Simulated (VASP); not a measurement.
Pt, 1 atom in the cell. Symmetry: Im-3m, No. 229, cubic system. Conventional cell: a = 3.164 Å, b = 3.164 Å, c = 3.164 Å, α = 90.00°, β = 90.00°, γ = 90.00°. Pt (site symmetry m-3m) has 8 Pt at 2.74 Å as nearest neighbours. The cell was built by a generator and needn't be a form met in nature.

- Program: VASP 6.6.1
- Task: single point
- Functional: PBE
- Potentials or basis: VASP PAW PBE potentials, release 64 (Pt)
- Cutoff: 520 eV
- k mesh: 18 × 18 × 18
- Occupations: gaussian, width 0.05 eV
- Spin: non-collinear spin, zero start, spin-orbit coupling
- Starting moments: [[0.0, 0.0, 0.0]] μB
- Dipole correction: no
- Further INCAR settings: ALGO = Normal; EDIFF = 1e-06; NBANDS = 21

Potentials or basis: VASP PAW PBE potentials, release 64 (Pt).

Command:

```bash
$ cat potpaw_PBE.64/Pt/POTCAR > POTCAR
$ mpirun -np 1 vasp_ncl > vasp.out
```

Hardware: 1 thread of Intel(R) Xeon(R) 6975P-C (Granite Rapids), on a shared host.

**Question.** Estimate the wall time of this run.

**Answer.** It took 42 s on 1 thread of Intel(R) Xeon(R) 6975P-C (Granite Rapids) (shared host), peak memory 0.22 GiB. Counts: scf iterations 12, k points 195.
